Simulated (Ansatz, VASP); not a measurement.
One calculation of Zn, two programs

```
CELL_PARAMETERS angstrom
2.57097 0.00000 0.00000
-1.28549 2.22653 0.00000
0.00000 0.00000 4.73619
ATOMIC_POSITIONS crystal
Zn 0.33333 0.66667 0.25000
Zn 0.66667 0.33333 0.75000
```

Alike in both runs: task single point; functional LDA; k mesh 14 × 14 × 7; no spin polarisation.

|  | VASP | Ansatz |
| --- | --- | --- |
| version | VASP 6.6.1 | Ansatz 0.2.0 |
| potentials or method | VASP PAW LDA potentials, release 64 (Zn) | plane waves (420 eV) with PAW, scalar-relativistic |
| plane-wave cutoff (eV) | 520 | 420 |
| occupations | methfessel-paxton of order 1, width 1 eV | cold, width 1 eV |
| valence electrons in the cell | 24 | 24 |

```csv
,VASP,Ansatz,Ansatz less VASP
pressure (GPa),0.7,0.2,-0.52
largest component of the traceless stress (GPa),0.28,0.21,-0.061
```

Ansatz warned: «pseudo_functional_mismatch».
